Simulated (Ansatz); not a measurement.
FeCo: energy less free atoms and pressure against volume per atom

All results are calculated (Ansatz 0.2.0). Periodic Kohn-Sham DFT of a crystal at fixed atoms; pressure and stress are positive in compression; the energy is the free energy less that of spherical unpolarised free atoms; site moments are those in the method's own spheres, positive along +z.

Cell of the first row (space group Pm-3m, No. 221):
```
cell vectors (Å)
   2.8086     0.0000     0.0000
   0.0000     2.8086     0.0000
   0.0000     0.0000     2.8086
atoms (fractions of the cell vectors)
Fe  0.50000  0.50000  0.50000
Co  0.00000  0.00000  0.00000
```

Settings of every row: method all-electron LAPW; functional PBE; relativity scalar; k mesh 13x13x13; filling fermi-dirac; smearing width 0.05 eV; basis error target 0.25 meV/atom; nucleus gaussian.

Atom:
| element | start moment (bohr magneton) |
| --- | --- |
| Fe | 3 |
| Co | 2 |

| row | volume per atom (Å³) | energy less free atoms (eV/atom) | pressure (GPa) | cell moment (bohr magneton) |
| --- | --- | --- | --- | --- |
| 1 | 11.077 | -8.7562 | 8.011 | 4.468 |
| 2 | 11.369 | ? | ? | ? |
| 3 | 11.66 | -8.7656 | -2.396 | 4.55 |
| 4 | 11.952 | -8.7573 | -6.624 | 4.582 |
| 5 | 12.243 | -8.7418 | -10.311 | 4.61 |

Question: what energy less free atoms and pressure should row 2 give?

Worked fit of energy less free atoms. Take u = (V_r/V)^(2/3) − 1 with V_r = 11.806 Å³ an atom, which is twice the finite (Eulerian) strain; such expansions in the strain, on which the Birch-Murnaghan equation of state is built, carry the rest volume and the bulk modulus. The shown rows have u = 0.04341, 0.00833, -0.00816, -0.02394. Least squares give energy less free atoms = −8.76242 − 0.5044 × u + 14.922 × u² eV/atom; a straight line predicts inner rows, each left out in turn, worse (root mean square 0.01 against 2.8e-05 eV/atom). All shown rows lie on it to the printed digit. Its lowest point lies at u = 0.0169, or V = 11.51 Å³ an atom, and the curvature there gives the bulk modulus at fixed shape and fractions, B = (4/9)(1 + u)² E″(u)/V = 191 GPa. The withheld row has u = 0.02546, so the fit gives −8.76242 − 0.5044 × (0.02546) + 14.922 × (0.02546)² = -8.7656 eV/atom.

The calculation gave -8.7657 eV/atom. The fit lies 0.0001 eV/atom (0.42 % of the column's range) above it, one unit of the last digit.

Worked fit of pressure. Take u = (V_r/V)^(2/3) − 1 with V_r = 11.806 Å³ an atom, which is twice the finite (Eulerian) strain; such expansions in the strain, on which the Birch-Murnaghan equation of state is built, carry the rest volume and the bulk modulus. The shown rows have u = 0.04341, 0.00833, -0.00816, -0.02394. Least squares give pressure = −4.5847 + 257.206 × u + 758.53 × u² GPa; a straight line predicts inner rows, each left out in turn, worse (root mean square 0.53 against 0.018 GPa). The rows lie off it by 0.001, -0.006, 0.009, -0.004 (root mean square 0.0058 GPa). The pressure vanishes at u = 0.0170, or V = 11.51 Å³ an atom, and there the bulk modulus at fixed shape and fractions is B = −V dP/dV = (2/3)(1 + u) dP/du = 192 GPa. The withheld row has u = 0.02546, so the fit gives −4.5847 + 257.206 × (0.02546) + 758.53 × (0.02546)² = 2.455 GPa.

The calculation gave 2.46 GPa. The fit lies 0.005 GPa (0.027 % of the column's range) below it; its largest miss of a shown row is 0.009 GPa.

The other values of row 2: cell moment 4.513 bohr magneton.
